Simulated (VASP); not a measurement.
# AlN in VASP: one cell, several levels of theory

What does VASP give for AlN in the rocksalt structure, under +3.4 % equal strain in all directions, the cell held fixed? Runs: PBE, r2SCAN. The results are then set beside those of Ansatz 0.2.0 for the same cell. This is a trial cell built on a prototype, not taken from a measured structure, and it needn't be the compound's ground state.

Program: VASP 6.6.1. PAW datasets, plane waves. No spin polarisation. The prototype was imposed, so other structures may be more stable.

### 1 The system as given

The cell comes from an earlier relaxation with r2SCAN in another program.

Space group Fm-3m (No. 225), cubic; conventional cell a = 4.173 Å, 9.08 Å³ an atom. Near Al stand 6 N at 2.09 Å; near N stand 6 Al at 2.09 Å.

The structure in full:

```cif
data_structure
_symmetry_space_group_name_H-M 'Fm-3m'
_symmetry_Int_Tables_number 225
_cell_length_a 4.1730
_cell_length_b 4.1730
_cell_length_c 4.1730
_cell_angle_alpha 90.000
_cell_angle_beta 90.000
_cell_angle_gamma 90.000
_cell_volume 72.67
loop_
_atom_site_label
_atom_site_type_symbol
_atom_site_symmetry_multiplicity
_atom_site_Wyckoff_symbol
_atom_site_fract_x
_atom_site_fract_y
_atom_site_fract_z
_atom_site_occupancy
Al1 Al 4 a 0.00000 0.00000 0.00000 1
N1 N 4 b 0.50000 0.00000 0.00000 1
```

### 2 PBE at this geometry

INCAR

```
ENCUT = 520.000000
SIGMA = 0.020000
EDIFF = 1.00e-07
GGA = PE
PREC = Accurate
IBRION = -1
ISIF = 2
ISMEAR = -1
NBANDS = 11
NELM = 120
NSW = 0
LASPH = .TRUE.
LCHARG = .TRUE.
LELF = .TRUE.
LWAVE = .FALSE.
LREAL = .FALSE.
```

KPOINTS

```
KPOINTS created by Atomic Simulation Environment
0
Gamma
10 10 10
0 0 0
```

KPOINTS_OPT

```
special points
6
Reciprocal
0.0000000000 0.0000000000 0.0000000000 1
0.5000000000 0.0000000000 0.5000000000 1
0.6250000000 0.2500000000 0.6250000000 1
0.3750000000 0.3750000000 0.7500000000 1
0.5000000000 0.5000000000 0.5000000000 1
0.5000000000 0.2500000000 0.7500000000 1
```

POSCAR

```
Al N
 1.0000000000000000
     0.0000000000000000    2.0865005383000002    2.0865005383000002
     2.0865005383000002    0.0000000000000000    2.0865005383000002
     2.0865005383000002    2.0865005383000002    0.0000000000000000
 Al  N
   1   1
Cartesian
  0.0000000000000000  0.0000000000000000  0.0000000000000000
  2.0865005383000002  2.0865005383000002  2.0865005383000002
```

The run uses the recommended PBE PAW datasets (8 valence electrons a neutral cell).

Launch:

```sh
$ mpirun -np 1 vasp_std
```

Printed to the terminal (iteration lines stand in OSZICAR):

```text
POSCAR found type information on POSCAR AlN
 POSCAR found :  2 types and       2 ions
 LDA part: xc-table for (Slater+PW92), standard interpolation
 POSCAR, INCAR and KPOINTS ok, starting setup
 FFT: planning ... GRIDC
 FFT: planning ... GRID_SOFT
 FFT: planning ... GRID
 WAVECAR not read
 entering main loop
 Start KPOINTS_OPT (optional k-point list driver)
k-point batch [1-6\6]
```

OSZICAR:

```text
N       E                     dE             d eps       ncg     rms          rms(c)
DAV:   1     0.962936731814E+01    0.96294E+01   -0.39358E+03  1074   0.618E+02
DAV:   2    -0.153657729532E+02   -0.24995E+02   -0.23824E+02  1228   0.135E+02
DAV:   3    -0.161465381227E+02   -0.78077E+00   -0.77995E+00  1278   0.215E+01
DAV:   4    -0.161497254438E+02   -0.31873E-02   -0.31871E-02  1178   0.151E+00
DAV:   5    -0.161497566394E+02   -0.31196E-04   -0.31195E-04  1207   0.140E-01    0.727E+00
DAV:   6    -0.144900000607E+02    0.16598E+01   -0.80342E+00  1142   0.144E+01    0.251E+00
DAV:   7    -0.144821705412E+02    0.78295E-02   -0.13869E-01  1139   0.289E+00    0.169E+00
DAV:   8    -0.144751156244E+02    0.70549E-02   -0.18786E-02  1079   0.119E+00    0.338E-01
DAV:   9    -0.144747015568E+02    0.41407E-03   -0.17530E-03  1172   0.242E-01    0.147E-01
DAV:  10    -0.144747681095E+02   -0.66553E-04   -0.14763E-04  1147   0.912E-02    0.350E-02
DAV:  11    -0.144747636313E+02    0.44783E-05   -0.12989E-05  1223   0.200E-02    0.831E-03
DAV:  12    -0.144747632383E+02    0.39295E-06   -0.56514E-07  1129   0.621E-03    0.114E-03
DAV:  13    -0.144747631770E+02    0.61365E-07   -0.75530E-09   616   0.620E-04
   1 F= -.14474763E+02 E0= -.14474763E+02  d E =-.197249E-10
       N       E                     dE             ncg
DAV:   1     0.501820290642E+03   -0.17302E+04      140
DAV:   2     0.352556437551E+03   -0.14926E+03      164
DAV:   3     0.348589730907E+03   -0.39667E+01      156
DAV:   4     0.348567696592E+03   -0.22034E-01      164
DAV:   5     0.348567500317E+03   -0.19627E-03      153
DAV:   6     0.348567497532E+03   -0.27849E-05      161
DAV:   7     0.348567497488E+03   -0.44345E-07      156
```

The lines after F= are the extra pass for the points of KPOINTS_OPT, at fixed density; their E is not a total energy.

Parts of OUTCAR:

```text
k-points           NKPTS =     47   k-points in BZ     NKDIM =     47   number of bands    NBANDS=     11

   NELECT =       8.0000    total number of electrons

   dimension x,y,z NGX =    24 NGY =   24 NGZ =   24
   dimension x,y,z NGXF=    48 NGYF=   48 NGZF=   48

  energy-cutoff  :      520.00
  volume of cell :       18.17
      direct lattice vectors                 reciprocal lattice vectors
     0.000000000  2.086500538  2.086500538    -0.239635692  0.239635692  0.239635692
     2.086500538  0.000000000  2.086500538     0.239635692 -0.239635692  0.239635692
     2.086500538  2.086500538  0.000000000     0.239635692  0.239635692 -0.239635692

 k-points in reciprocal lattice and weights: KPOINTS created by Atomic Simulation Env
   0.00000000  0.00000000  0.00000000       0.001
   0.10000000  0.00000000  0.00000000       0.008
   0.20000000  0.00000000  0.00000000       0.008
   0.30000000  0.00000000  0.00000000       0.008
   0.40000000  0.00000000  0.00000000       0.008
   0.50000000  0.00000000  0.00000000       0.004
   0.10000000  0.10000000  0.00000000       0.006
   0.20000000  0.10000000  0.00000000       0.024
[... 39 more k-points ...]

 E-fermi :   9.1556

 k-point     1 :       0.0000    0.0000    0.0000
  band No.  band energies     occupation
      1      -7.9431      2.00000
      2       8.7821      2.00000
      3       8.7821      2.00000
      4       8.7821      2.00000
      5      13.1580      0.00000
      6      20.6381      0.00000
      7      20.6381      0.00000
      8      20.6381      0.00000
      9      25.5307      0.00000
     10      25.8816      0.00000
     11      25.8816      0.00000

 k-point     2 :       0.1000    0.0000    0.0000
  band No.  band energies     occupation
      1      -7.7560      2.00000
      2       7.7596      2.00000
      3       8.6794      2.00000
      4       8.6794      2.00000
      5      13.8552      0.00000
      6      19.7240      0.00000
      7      20.8828      0.00000
      8      20.8828      0.00000
      9      24.0329      0.00000
     10      24.0329      0.00000
     11      25.7041      0.00000

 k-point     3 :       0.2000    0.0000    0.0000
  band No.  band energies     occupation
      1      -7.2141      2.00000
      2       5.7279      2.00000
      3       8.4291      2.00000
      4       8.4291      2.00000
      5      14.7074      0.00000
      6      18.9957      0.00000
      7      20.8239      0.00000
      8      20.8239      0.00000
      9      23.6196      0.00000
     10      23.6196      0.00000
     11      25.0043      0.00000

 k-point     4 :       0.3000    0.0000    0.0000
  band No.  band energies     occupation
      1      -6.3920      2.00000
      2       3.5810      2.00000
      3       8.1502      2.00000
      4       8.1502      2.00000
      5      14.7289      0.00000
      6      19.5249      0.00000
      7      19.9585      0.00000
      8      19.9585      0.00000
      9      24.3025      0.00000
     10      25.1179      0.00000
     11      25.1179      0.00000

 k-point     5 :       0.4000    0.0000    0.0000
  band No.  band energies     occupation
      1      -5.4981      2.00000
      2       1.8123      2.00000
      3       7.9446      2.00000
      4       7.9446      2.00000
      5      14.4518      0.00000
      6      19.2734      0.00000
      7      19.2734      0.00000
      8      20.3567      0.00000
      9      23.9503      0.00000
     10      27.1925      0.00000
     11      27.1925      0.00000

 k-point     6 :       0.5000    0.0000    0.0000
  band No.  band energies     occupation
      1      -5.0491      2.00000
      2       1.0599      2.00000
      3       7.8701      2.00000
      4       7.8701      2.00000
      5      14.3315      0.00000
      6      19.0324      0.00000
      7      19.0324      0.00000
      8      20.6714      0.00000
      9      23.9160      0.00000
     10      28.4036      0.00000
     11      28.4036      0.00000

 k-point     7 :       0.1000    0.1000    0.0000
  band No.  band energies     occupation
      1      -7.6940      2.00000
      2       7.8115      2.00000
      3       8.4533      2.00000
      4       8.4533      2.00000
      5      14.1225      0.00000
      6      19.1997      0.00000
      7      21.1139      0.00000
      8      21.1139      0.00000
      9      22.2861      0.00000
     10      26.1834      0.00000
     11      26.6910      0.00000

[... the tables of k-points 8 to 47 left out ...]

  Total       -1.8553790     -1.8553790     -1.8553790      0.0000000      0.0000000     -0.0000000
  in kB     -163.6280332   -163.6280332   -163.6280332      0.0000000      0.0000000     -0.0000000
  external PRESSURE =    -163.6280332 kB  Pullay stress =       0.0000000 kB

 POSITION                                       TOTAL-FORCE (eV/Angst)
 -----------------------------------------------------------------------------------
      0.00000      0.00000      0.00000        -0.000000     -0.000000      0.000000
      2.08650      2.08650      2.08650         0.000000      0.000000     -0.000000
 -----------------------------------------------------------------------------------
    total drift:                               -0.000000     -0.000000      0.000000

  FREE ENERGIE OF THE ION-ELECTRON SYSTEM (eV)
  ---------------------------------------------------
  free  energy   TOTEN  =       -14.4747631770 eV

  energy  without entropy=      -14.4747631769  energy(sigma->0) =      -14.47476318
```

Hardware: 1 MPI rank of Intel Xeon Platinum 8488C, shared host.

The levels at the points of KPOINTS_OPT are read from vasprun.xml.

Levels at the named points, in eV from the top of band v (v: the last filled band by count, c: the next):

| point | v−1 | v | c | c+1 |
| --- | --- | --- | --- | --- |
| Γ | 0.00 | 0.00 | 4.38 | 11.86 |
| X | -2.56 | -2.56 | 3.73 | 5.44 |
| U | -5.06 | -2.07 | 5.22 | 8.71 |
| K | -5.06 | -2.07 | 5.22 | 8.71 |
| L | -0.91 | -0.91 | 5.55 | 10.25 |
| W | -5.20 | -3.68 | 7.14 | 10.19 |

PBE gives an indirect gap of 3.73 eV, from Γ to X; the least direct gap is 4.38 eV. Pressure: -16.36 GPa; the forces vanish within 0.01 eV/Å.

The maps below are laid out on this run's own conventional cell (a, b, c = 4.173, 4.173, 4.173 Å).

Density in a lattice plane of the grid's cell (edges 4.17 and 4.17 Å, at 0.000 of the third edge), which holds Al and N.

Values in e/Å³, 12 rows by 12 columns:
```
0.06 0.10 0.20 0.39 0.94 2.28 3.17 2.28 0.94 0.39 0.20 0.10
0.22 0.20 0.19 0.25 0.47 0.94 1.30 0.94 0.47 0.25 0.19 0.20
0.48 0.39 0.25 0.20 0.25 0.39 0.48 0.39 0.25 0.20 0.25 0.39
1.30 0.94 0.47 0.25 0.19 0.20 0.22 0.20 0.19 0.25 0.47 0.94
3.17 2.28 0.94 0.39 0.20 0.10 0.06 0.10 0.20 0.39 0.94 2.28
3.63 3.17 1.30 0.48 0.22 0.06 0.00 0.06 0.22 0.48 1.30 3.17
3.17 2.28 0.94 0.39 0.20 0.10 0.06 0.10 0.20 0.39 0.94 2.28
1.30 0.94 0.47 0.25 0.19 0.20 0.22 0.20 0.19 0.25 0.47 0.94
0.48 0.39 0.25 0.20 0.25 0.39 0.48 0.39 0.25 0.20 0.25 0.39
0.22 0.20 0.19 0.25 0.47 0.94 1.30 0.94 0.47 0.25 0.19 0.20
0.06 0.10 0.20 0.39 0.94 2.28 3.17 2.28 0.94 0.39 0.20 0.10
0.00 0.06 0.22 0.48 1.30 3.17 3.63 3.17 1.30 0.48 0.22 0.06
```
Columns run along the first of these edges and rows up along the second, over one cell in 12 and 12 even steps from the bottom left corner. Atoms in the plane (fractional): Al at (0.00, 0.00), Al at (0.50, 0.50), N at (0.00, 0.50), N at (0.50, 0.00).

ELF in the same plane.

Values, 12 rows by 12 columns:
```
0.03 0.04 0.30 0.66 0.81 0.76 0.58 0.76 0.81 0.66 0.30 0.04
0.47 0.30 0.21 0.35 0.64 0.81 0.84 0.81 0.64 0.35 0.21 0.30
0.78 0.66 0.35 0.20 0.35 0.66 0.78 0.66 0.35 0.20 0.35 0.66
0.84 0.81 0.64 0.35 0.21 0.30 0.47 0.30 0.21 0.35 0.64 0.81
0.58 0.76 0.81 0.66 0.30 0.04 0.03 0.04 0.30 0.66 0.81 0.76
0.06 0.58 0.84 0.78 0.47 0.03 0.00 0.03 0.47 0.78 0.84 0.58
0.58 0.76 0.81 0.66 0.30 0.04 0.03 0.04 0.30 0.66 0.81 0.76
0.84 0.81 0.64 0.35 0.21 0.30 0.47 0.30 0.21 0.35 0.64 0.81
0.78 0.66 0.35 0.20 0.35 0.66 0.78 0.66 0.35 0.20 0.35 0.66
0.47 0.30 0.21 0.35 0.64 0.81 0.84 0.81 0.64 0.35 0.21 0.30
0.03 0.04 0.30 0.66 0.81 0.76 0.58 0.76 0.81 0.66 0.30 0.04
0.00 0.03 0.47 0.78 0.84 0.58 0.06 0.58 0.84 0.78 0.47 0.03
```
Columns run along the first of these edges and rows up along the second, over one cell in 12 and 12 even steps from the bottom left corner. Atoms in the plane (fractional): Al at (0.00, 0.00), Al at (0.50, 0.50), N at (0.00, 0.50), N at (0.50, 0.00).

Both are smooth fields of the valence electrons: close to the nuclei they are not physical.

Maxima of ELF outside the ion cores: 0.85 in the shell around N, 0.8 Å from N.

(Part 1 of 2 ends here.)
